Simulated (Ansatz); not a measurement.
# Sc2CS2 MXene monolayer in a perpendicular field, part 2 of 2

What dipole does a perpendicular field induce in the Sc2CS2 MXene monolayer? A positive field points along +c.

Ansatz 0.2.0; plane-wave DFT, PBE-D3(BJ), Ansatz PAW (set soft_1); PAW set soft_1.

So far. Step 2 (Relaxing the slab): The lattice constant a goes from 3.226 to 3.466 Å.

**3. Single point, field 0**

A sawtooth potential applies the field, turning back in the middle of the vacuum. With the dipole correction the typed value is the field outside the slab. The induced dipole is small, so the SCF threshold is tight.

The cell differs from the one that the last finished run ended in (c 43.216 → 23.598 Å).

input.yaml reads:

```yaml
crystal:
  lattice:
    - [3.4664639404, 0.0, 0.0]
    - [-1.7332319702, 3.0020458337, 0.0]
    - [0.0, 0.0, 23.5984306401]
  atoms:
    - { symbol: S, position: [0.3333333333, 0.6666666667, 0.3813812934] }
    - { symbol: Sc, position: [0.6666666667, 0.3333333333, 0.443490698] }
    - { symbol: C, position: [0.0, 0.0, 0.5] }
    - { symbol: Sc, position: [0.3333333333, 0.6666666667, 0.556509302] }
    - { symbol: S, position: [0.6666666667, 0.3333333333, 0.6186187066] }
kpoints:
  mp_grid: { grid: [18, 18, 1] }
  band_path:
    path: [[0, 0, 0], [0.5, 0, 0], [0.33333333, 0.33333333, 0], [0, 0, 0]]
    npoints: 16
hamiltonian:
  xc: pbe
  dispersion: d3bj
  pseudopotentials: { kind: paw, azcp: { folder: soft_1 } }
scf:
  occupations: { method: fermi_dirac, width: 0.02585 }
  convergence: { dr2_threshold: 1.0e-10 }
efield:
  axis: 3
  dipole_correction: true
  ramp_position: 0.97
  ramp_width: 0.06
  amplitude: 0
output:
  dos: { projected: true, e_range: [-6, 5] }
  write_potential: true
  write_density: true
  volumetric_format: npy
  elf: true
```

Run with:

```console
ansatz run input.yaml --threads 2 --pin off --max-ram 3072MiB --backend cpu --events-out ev --progress --plain --runs-dir out
```

Numbers of over 12 decimals in the logs are rounded to 6 here.

Output:

```text
[...]
Crystal: 5 atoms, lattice volume = 245.577 Å³
Basis set: ecut = 420 eV, 4801 PW (Γ)
Bands: 24, of which v1, the nominal top of the filled ones, is band 19 counted from 1 (18 counted from 0)
Symmetry: 6 space group operations
k-points: 37 of 324 (time reversal used)
[...]
SCF iter   1: F=—  HF=-6334.228633 eV  |F-HF|=—  |Δ(HF+E_count)|=         —  Δρ=5.04e-2  dr2=1.81e1  ethr=3.10e-3  p=0.000 e·Å  D=3.04e-14 V/Å  ΔV_dip=-0.00 eV  dr2_dipole=4.98e-6  V_vac-E_F(+/−)=9.30/9.30 eV  ⟨swp⟩=8.2  Hψ=5188  notcnv=0
efield: sawtooth ramp at fractional position 0.9700 (set: `efield.ramp_position`, or a place that a band, a saddle search or an elastic batch's reference lends), width 0.0600; the density the first Hamiltonian is built on has a dipole p = 0.000 e·Å; the dipole correction subtracts the counter field D = 3.04e-14 V/Å, which shifts the + side's vacuum level by -0.00 eV against the − side's; the planar-averaged density in the ramp window peaks in size at 1.3e-6 e/Å³
[...]
SCF iter   2: F=—  HF=-6331.977888 eV  |F-HF|=—  |Δ(HF+E_count)|=    2.25e0  Δρ=2.01e-2  dr2=9.52e-1  ethr=3.10e-3  p=-0.000 e·Å  D=-2.11e-4 V/Å  ΔV_dip=0.00 eV  dr2_dipole=2.70e-6  V_vac-E_F(+/−)=7.14/7.14 eV  ⟨swp⟩=3.8  Hψ=2497  notcnv=0  defer=4
[...]
SCF iter  11: F=-6331.778537 eV  HF=-6331.778537 eV  |F-HF|=9.82e-11  |Δ(HF+E_count)|=   1.74e-9  Δρ=9.02e-8  dr2=2.10e-11  ethr=1.00e-12  p=-0.000 e·Å  D=-2.61e-8 V/Å  ΔV_dip=0.00 eV  dr2_dipole=4.21e-14  V_vac-E_F(+/−)=6.83/6.83 eV  ⟨swp⟩=4.6  Hψ=3761  notcnv=0
SCF 1 converged in 11 iterations: F = -6331.778537 eV  dr2 = 2.10e-11
[...]
NSCF: frozen V_eff on 49 k-points
efield: sawtooth ramp at fractional position 0.9700 (kept from the solve that this one continues, or follows in the run), width 0.0600; the density the first Hamiltonian is built on has a dipole p = -0.000 e·Å; the dipole correction subtracts the counter field D = -2.61e-8 V/Å, which shifts the + side's vacuum level by +0.00 eV against the − side's; the planar-averaged density in the ramp window peaks in size at 1.4e-6 e/Å³
WARN: The output density's exchange-correlation potential varies sharply where the density is thin. Do not read a vacuum level from v_tot or v_xc, or from such a field of the output density. On a cell that repeats whose density bears no net charge and no dipole along the vacuum's axis use v_es (v_loc + v_h of the components); under efield.dipole_correction with no amplitude use v_es + v_field, which holds any externa [...]
SCF converged after 11 iterations
Free energy (F): -6331.778537 eV
[...]
Internal energy: -6331.769227 eV  (E = F + TS)
E sigma→0 (E₀):  -6331.773882 eV
Entropy (-TS):   -0.009310 eV (-1.862 meV/atom)
Fermi energy:    -1.826178 eV
Dipole field:    D = 0.000000 V/Å  (p = 0.000000 e·Å, saw-weighted, corrected)
Work function:   Φ+ = 6.8329 eV   Φ− = 6.8329 eV
Levels:          The Fermi level and band energies are counted from a zero that moves with the ramp; work functions are not
[...]
--- Band table (eV; the first three rows and the last of 37) ---
  k-point 0: bands = [... 15 lower, -2.0208, -2.0208, -1.1833, -0.4914, -0.4914, 1.2670, 1.2670, 1.5990, ... 1 higher]
  k-point 1: bands = [... 15 lower, -2.2276, -2.0324, -1.0928, -0.7375, -0.5970, 1.2722, 1.3696, 1.6520, ... 1 higher]
  k-point 2: bands = [... 15 lower, -2.6319, -2.0677, -1.3089, -1.0152, -0.8401, 1.1495, 1.5913, 1.8455, ... 1 higher]
  k-point 36: bands = [... 15 lower, -3.2712, -3.2712, -2.6130, -2.6130, -2.4129, 2.1654, 2.1654, 2.2065, ... 1 higher]
```

Wall time 14 s (2 threads of Intel Xeon Platinum 8559C (Emerald Rapids), shared host); peak memory 0.59 GiB.

The column dr2 measures how far the density is from self-consistency, as an energy; F and HF (Harris–Foulkes) agree once it is small.

Numbers from this step:

* energy at zero smearing: -6331.7739 eV
* work function, upper face: 6.833 eV
* dipole along the normal: 3.03e-7 e·Å

Running mean over a fixed 2.5 Å (it still follows the layers) of the planar mean; the ramp of the sawtooth is left out. Table of electron's electrostatic potential energy less the Fermi level by z:

| z (Å) | electron's electrostatic potential energy less the Fermi level (eV) |
| --- | --- |
| 3.0 | 6.83 |
| 3.5 | 6.83 |
| 4.0 | 6.83 |
| 4.5 | 6.83 |
| 5.0 | 6.83 |
| 5.5 | 6.83 |
| 6.0 | 6.81 |
| 6.5 | 6.73 |
| 7.0 | 6.31 |
| 7.5 | 4.73 |
| 8.0 | 2.32 |
| 8.5 | 0.00220 |
| 9.0 | -2.50 |
| 9.5 | -5.21 |
| 10.0 | -6.02 |
| 10.5 | -5.73 |
| 11.0 | -5.58 |
| 11.5 | -5.22 |
| 12.0 | -5.16 |
| 12.5 | -5.53 |
| 13.0 | -5.70 |
| 13.5 | -5.96 |
| 14.0 | -5.59 |
| 14.5 | -3.08 |
| 15.0 | -0.434 |
| 15.5 | 1.83 |
| 16.0 | 4.28 |
| 16.5 | 6.13 |
| 17.0 | 6.69 |
| 17.5 | 6.80 |
| 18.0 | 6.83 |
| 18.5 | 6.83 |
| 19.0 | 6.83 |
| 19.5 | 6.83 |
| 20.0 | 6.83 |
| 20.5 | 6.83 |

The density of states has structure finer than the step of the table below, so its rows give means over 0.25 eV, whole bins alone (the curve runs from -6 to 1.99 eV). Peaks (eV: height): -2.690: 6.13, -2.200: 20.2, -1.290: 6.50, -1.040: 10.8, -0.900: 15.2, -0.680: 9.46, -0.460: 9.47.

Density of states against energy, zero at the Fermi level; means over each step:

energy (eV), density of states (states/eV a cell) and a bar:
```
    -3.75        0.0 
    -3.50        0.7 ##
    -3.25        1.2 ####
    -3.00        2.3 ########
    -2.75        5.0 #################
    -2.50        3.1 ###########
    -2.25        7.9 ############################
    -2.00        2.8 ##########
    -1.75        3.0 ##########
    -1.50        4.3 ###############
    -1.25        4.4 ###############
    -1.00        8.6 ##############################
    -0.75        7.1 #########################
    -0.50        7.3 #########################
    -0.25        4.6 ################
     0.00        3.7 #############
     0.25        2.3 ########
     0.50        1.5 #####
     0.75        1.6 ######
     1.00        0.5 ##
     1.25        0.2 #
     1.50        0.0 
     1.75        0.1
```

Projected DOS per atom over height of the atomic layer and energy from the Fermi level. Layers: S Sc C Sc S from below.

Ten even steps from '0' (0.00 states/eV) to '9' (1.81 states/eV), each cell a mean:
```
00000
00000
00000
20202
20302
41814
83938
95959
95659
82228
51115
93839
62226
52225
11111
00000
00000
00000
00000
00000
00000
00000
```
Columns: height of the atomic layer (Å) from 9 to 14.6; rows upwards: energy from the Fermi level (eV) from -5.96 to 1.96.

Electronic bands along the path, in eV, zero at the Fermi level:

| point | band 16 | band 17 | band 18 | band 19 | band 20 | band 21 | band 22 | band 23 |
| --- | --- | --- | --- | --- | --- | --- | --- | --- |
| Γ | -0.19 | -0.19 | 0.64 | 1.33 | 1.33 | 3.09 | 3.09 | 3.43 |
| halfway | -0.91 | -0.51 | -0.42 | 0.38 | 0.43 | 2.39 | 3.96 | 4.07 |
| M | -1.03 | -0.99 | -0.64 | -0.14 | 0.16 | 1.82 | 3.83 | 4.78 |
| halfway | -1.31 | -1.18 | -0.74 | -0.74 | -0.32 | 2.73 | 4.28 | 4.54 |
| K | -1.45 | -1.45 | -0.79 | -0.79 | -0.59 | 3.99 | 3.99 | 4.03 |
| halfway | -0.93 | -0.70 | -0.40 | -0.30 | 0.24 | 3.18 | 3.20 | 4.41 |
| Γ | -0.19 | -0.19 | 0.64 | 1.33 | 1.33 | 3.09 | 3.09 | 3.43 |

Electrostatic potential energy in the ca plane at fractional y = 0.333, with atoms of Sc and S within 0.2 Å of it. With pseudopotentials it is smooth inside the atoms' cores, unlike the true potential.

Ten even steps from '0' (-41 eV) to '9' (5 eV), each cell a mean:
```
99999999999999999999987645789988887667999999
99999999999999999999985100478999873003899999
99999999999999999999973000168999860110699999
99999999999999999999974000278999871001799999
99999999999999999999986312588998885225899999
99999999999999999999888777889888888888999999
99999999999999999998888888988877778999999999
99999999999999999998888999988877678999999999
99999999999999999999888888888887788899999999
```
Columns run along c (16.0 Å, from fractional 0.07 to 0.75 of the cell; values clipped at the 3rd and 97th percentile), rows up along a (3.5 Å). Atoms in or near the plane, at fractional coordinates: Sc at (0.44, 0.67), S at (0.62, 0.67).

Valence density in the ca plane at fractional y = 0.333, with atoms of Sc and S within 0.2 Å of it. It is the smooth field of the valence electrons, not physical close to the nuclei.

Values in e/Å³, 5 rows by 16 columns, each cell a mean:
```
0.0 0.0 0.0 0.0 0.0 0.1 0.3 1.9 0.4 0.1 0.3 0.8 0.4 0.0 0.0 0.0
0.0 0.0 0.0 0.0 0.0 0.0 0.6 6.7 1.1 0.1 0.4 0.7 0.7 0.0 0.0 0.0
0.0 0.0 0.0 0.0 0.0 0.1 0.3 2.2 0.4 0.1 0.3 0.9 0.4 0.0 0.0 0.0
0.0 0.0 0.0 0.0 0.0 0.2 0.3 0.2 0.3 0.3 0.2 0.2 0.1 0.0 0.0 0.0
0.0 0.0 0.0 0.0 0.0 0.2 0.4 0.2 0.3 0.3 0.2 0.2 0.1 0.0 0.0 0.0
```
Columns run along c (16.0 Å, from fractional 0.13 to 0.81 of the cell), rows up along a (3.5 Å). Atoms in or near the plane, at fractional coordinates: Sc at (0.44, 0.67), S at (0.62, 0.67).

ELF in the ca plane at fractional y = 0.333, with atoms of Sc and S within 0.2 Å of it. It is the smooth field of the valence electrons, not physical close to the nuclei.

Ten even steps from '0' (0.00) to '9' (0.90), each cell a mean:
```
00000000000001356422331244101589998741000000
00000000000000111126675112115886699863100000
00000000000000000046136201126861069974100000
00000000000000000036456101126873289974100000
00000000000001233214663123113798899852000000
00000000000013577741111465101368887520000000
00000000000125788874114775210013331000000000
00000000000135788885225786211001110000000000
00000000000024688862113675200146664210000000
```
Columns run along c (16.0 Å, from fractional 0.13 to 0.81 of the cell), rows up along a (3.5 Å). Atoms in or near the plane, at fractional coordinates: Sc at (0.44, 0.67), S at (0.62, 0.67).

The work function of the upper face is 6.83 eV.

**4. Single point, field 0.1 V/Å**

Changes to input.yaml since step 3:

```diff
@@ -26,7 +26,6 @@
   dipole_correction: true
-  ramp_position: 0.97
-  ramp_width: 0.06
-  amplitude: 0
+  ramp_position: 0.9364
+  ramp_width: 0.1271
+  amplitude: 0.1
 output:
-  dos: { projected: true, e_range: [-6, 5] }
   write_potential: true
@@ -34,2 +33 @@
   volumetric_format: npy
-  elf: true
```

Output:

```text
[...]
Crystal: 5 atoms, lattice volume = 245.577 Å³
Basis set: ecut = 420 eV, 4801 PW (Γ)
Bands: 24, of which v1, the nominal top of the filled ones, is band 19 counted from 1 (18 counted from 0)
Symmetry: 6 space group operations
k-points: 37 of 324 (time reversal used)
[...]
k-point 0: bands = [... 15 lower, -2.0210, -2.0210, -1.1835, -0.4916, -0.4916, 1.2668, 1.2668, 1.5987, ... 1 higher]
  k-point 1: bands = [... 15 lower, -2.2278, -2.0326, -1.0930, -0.7377, -0.5971, 1.2720, 1.3694, 1.6516, ... 1 higher]
  k-point 2: bands = [... 15 lower, -2.6321, -2.0679, -1.3090, -1.0154, -0.8402, 1.1493, 1.5911, 1.8451, ... 1 higher]
  k-point 36: bands = [... 15 lower, -3.2722, -3.2707, -2.6190, -2.6073, -2.4130, 2.1645, 2.1658, 2.2063, ... 1 higher]
[key lines of the parts left out:]
SCF converged after 11 iterations
Free energy (F): -6331.780712 eV
Fermi energy:    -1.826344 eV
Dipole field:    D = 0.032051 V/Å  (p = 0.043498 e·Å, saw-weighted, corrected)
```

Elapsed: 13 s, on 2 threads; peak memory 0.57 GiB; 25 s of CPU time.

The dipole is 0.0435 e·Å.

**5. Atoms held, field -0.1 V/Å**

Changes to input.yaml since step 4:

```diff
@@ -28,3 +28,3 @@
   ramp_width: 0.1271
-  amplitude: 0.1
+  amplitude: -0.1
 output:
```

Output:

```text
[...]
Crystal: 5 atoms, lattice volume = 245.577 Å³
Basis set: ecut = 420 eV, 4801 PW (Γ)
Bands: 24, of which v1, the nominal top of the filled ones, is band 19 counted from 1 (18 counted from 0)
Symmetry: 6 space group operations
k-points: 37 of 324 (time reversal used)
[...]
k-point 0: bands = [... 15 lower, -2.0212, -2.0212, -1.1837, -0.4918, -0.4918, 1.2667, 1.2667, 1.5985, ... 1 higher]
  k-point 1: bands = [... 15 lower, -2.2280, -2.0327, -1.0932, -0.7379, -0.5973, 1.2718, 1.3692, 1.6514, ... 1 higher]
  k-point 2: bands = [... 15 lower, -2.6322, -2.0680, -1.3092, -1.0156, -0.8404, 1.1491, 1.5910, 1.8450, ... 1 higher]
  k-point 36: bands = [... 15 lower, -3.2723, -3.2709, -2.6192, -2.6074, -2.4132, 2.1643, 2.1657, 2.2061, ... 1 higher]
[key lines of the parts left out:]
SCF converged after 11 iterations
Free energy (F): -6331.780712 eV
Fermi energy:    -1.826504 eV
Dipole field:    D = -0.032051 V/Å  (p = -0.043497 e·Å, saw-weighted, corrected)
```

It took 12 s on 2 threads; peak memory 0.57 GiB; 24 s of CPU time.

The dipole is -0.0435 e·Å.

**6. Response, atoms held**

This step: plane-wave DFT, PBE-D3(BJ), Ansatz PAW (set soft_1); response to a field along the normal, atoms held; PAW set soft_1 (Ansatz 0.2.0).

The dipoles give the slope, and the difference of two potentials shows where the field is screened.

This step gave:

```yaml
equivalent_conductor_thickness_p_eps_0ae: 7.563 Å
distance_between_the_outer_atoms: 5.598 Å
```

Table of dipole of the cell by applied field:

| applied field (V/Å) | dipole of the cell (e·Å) |
| --- | --- |
| -0.1000 | -0.0435 |
| 0.0000 | 3.0e-7 |
| 0.1000 | 0.0435 |

Local field over the applied field, running mean. From the potentials at -0.1 and 0.1 V/Å; running mean over 2.5 Å. Table of local field over applied field by z:

| z (Å) | local field over applied field |
| --- | --- |
| 4.5 | 0.999 |
| 5.0 | 0.998 |
| 5.5 | 0.993 |
| 6.0 | 0.979 |
| 6.5 | 0.938 |
| 7.0 | 0.843 |
| 7.5 | 0.689 |
| 8.0 | 0.508 |
| 8.5 | 0.322 |
| 9.0 | 0.155 |
| 9.5 | 0.0516 |
| 10.0 | 0.0153 |
| 10.5 | 0.00539 |
| 11.0 | 0.0102 |
| 11.5 | 0.0255 |
| 12.0 | 0.0275 |
| 12.5 | 0.0130 |
| 13.0 | 0.00481 |
| 13.5 | 0.0125 |
| 14.0 | 0.0397 |
| 14.5 | 0.129 |
| 15.0 | 0.286 |
| 15.5 | 0.472 |
| 16.0 | 0.654 |
| 16.5 | 0.817 |
| 17.0 | 0.924 |
| 17.5 | 0.973 |
| 18.0 | 0.992 |
| 18.5 | 0.998 |
| 19.0 | 0.999 |

Electrons, planar mean, per unit field. Induced electron density against z:

| z (Å) | induced electron density (e/Å³ per V/Å) |
| --- | --- |
| 4.5 | 1.8e-6 |
| 5.0 | 6.9e-6 |
| 5.5 | 2.6e-5 |
| 6.0 | 8.9e-5 |
| 6.5 | 2.9e-4 |
| 7.0 | 8.4e-4 |
| 7.5 | 0.00214 |
| 8.0 | 0.00376 |
| 8.5 | 0.00272 |
| 9.0 | 7.4e-4 |
| 9.5 | 8.8e-4 |
| 10.0 | -1.7e-4 |
| 10.5 | -7.2e-4 |
| 11.0 | -3.4e-5 |
| 11.5 | 3.5e-4 |
| 12.0 | -2.7e-4 |
| 12.5 | -8.7e-5 |
| 13.0 | 6.4e-4 |
| 13.5 | 3.4e-4 |
| 14.0 | -7.4e-4 |
| 14.5 | -7.9e-4 |
| 15.0 | -0.00216 |
| 15.5 | -0.00390 |
| 16.0 | -0.00249 |
| 16.5 | -0.00102 |
| 17.0 | -3.6e-4 |
| 17.5 | -1.1e-4 |
| 18.0 | -3.2e-5 |
| 18.5 | -9.0e-6 |
| 19.0 | -2.4e-6 |

By hand: between -0.1 and 0.1 V/Å the dipole changes by 0.08699 e·Å, a slope of 0.4350 e·Å²/V. A perfect conductor of thickness t has p = ε₀AEt, so t = 180.95 × 0.4350 / 10.406 = 7.56 Å (e/ε₀ = 180.95 V·Å, A in Å²).

The induced dipole is that of a conductor 7.56 Å thick.

**7. Summary of results**

```yaml
gap_without_field: none
work_function_upper_face: 6.83 eV
equivalent_conductor_thickness_atoms_held: 7.56 Å
```

What this shows: The induced dipole equals that of a perfect conductor 7.56 Å thick, while the outer atoms lie 5.60 Å apart. There is no gap over 0.03 eV, with or without the field. The main runs have no spin polarisation; a magnetic state could lie lower and would change these results. The MXene's terminations sit over the metal atoms of its far layer; the site over carbon or nitrogen, which some compounds prefer, was not run.

[Logs are printed without paths, hosts, clocks, repeated set-up lines and the standing remarks that a program may print on its own settings, such as how far it seeks lower states.]

[Hosts, paths, dates, database ids (printed as entryN), source tags and the programs' standing remarks are cut or masked in the printed files.]

[Maps of the electrostatic potential energy from Ansatz leave out the sawtooth potential of an applied field or a dipole correction, so their vacuum need not be flat; planar profiles and work functions include it.]

[The density of states shown here was stored with 400 of the rows of the run's finer table, so its peaks can read low, often by over a quarter, or be missed, and its means over a window can be off by a tenth or more.]
